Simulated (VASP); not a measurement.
The system is PbSe.

```
Pb Se
1.0
     0.00000    3.06065    3.06065
     3.06065    0.00000    3.06065
     3.06065    3.06065    0.00000
Pb Se
1 1
Direct
  0.00000 0.00000 0.00000
  0.50000 0.50000 0.50000
```

```yaml
Program: VASP 6.6.1
Task: relaxation of cell and atoms
Functional: LDA
Potentials_or_basis: VASP PAW LDA potentials, release 64 (Pb_d, Se)
Cutoff: 600 eV
k_mesh: 8 × 8 × 8
Occupations: gaussian, width 0.03 eV
Spin: no spin polarisation
```

At the start: pressure -2.0 GPa; volume 28.67 Å³/atom.

Question: Where does the relaxation end?

Answer: Over 3 steps the energy falls by 6.6 meV/atom and the volume is 27.62 Å³/atom (-3.7 %); space group Fm-3m (No. 225, to 0.05 Å).

Step by step:
| step | energy change (eV) | largest force (eV/Å) | pressure (GPa) | volume (Å³) |
| --- | --- | --- | --- | --- |
| 1 | 0.0000 | 0.0000 | -1.98 | 57.34 |
| 2 | -0.0112 | 0.0000 | 0.82 | 54.45 |
| 3 | -0.0132 | 0.0000 | 0.00 | 55.25 |

Final structure:
```yaml
crystal:
  lattice:
    - [0.00000, 3.02290, 3.02290]
    - [3.02290, 0.00000, 3.02290]
    - [3.02290, 3.02290, 0.00000]
  atoms:
    - { symbol: Pb, position: [0.00000, 0.00000, 0.00000] }
    - { symbol: Se, position: [0.50000, 0.50000, 0.50000] }
```
